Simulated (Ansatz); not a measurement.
Runs of Ansatz 0.2.0 on Hf. It takes space group P6_3/mmc (No. 194, hexagonal). Conventional cell: a = 3.197 Å, b = 3.197 Å, c = 5.058 Å, α = 90.00°, β = 90.00°, γ = 120.00°. Around Hf (site symmetry -6m2) lie 12 Hf at 3.13 to 3.20 Å. 

```tsv
task	level	k mesh	smearing	atoms under strain	gap on the mesh (eV)	pressure (GPa)
single point	PBE+D4	10 × 10 × 5	methfessel-paxton 0.1 eV	-	none	(a)
single point	RPBE	10 × 10 × 5	gaussian 0.02 eV	-	none	(b)
single point	LDA	10 × 10 × 5	gaussian 0.02 eV	-	none	-8.0
elastic constants	PBEsol	7 × 7 × 4	fermi-dirac 0.05 eV	relaxed	none	-3.5
atomic charges	LDA	10 × 10 × 5	methfessel-paxton 0.2 eV	-	none	-7.9
```

Alike in all rows: potentials or basis Ansatz PAW; no spin polarisation; cell as given; cutoff (eV) 420.

Task: Estimate the missing entries.

Result: (a) -1.0; (b) 3.5.

Caveats: the PAW data sets come from PBE, with cores solved anew for the run's functional, which leaves a small shift of forces and pressure (some runs); pairwise dispersion overbinds metals, which lowers pressure and volume (some runs); the cell is more than 3 GPa from zero pressure, which shifts response properties (some runs); elastic constants of metals need much finer meshes, so these are rough (some runs).

A k mesh can miss the band edges, and the runs leave out spin-orbit coupling on Hf.

A gap of «none» marks a metal or a gap under the smearing width.
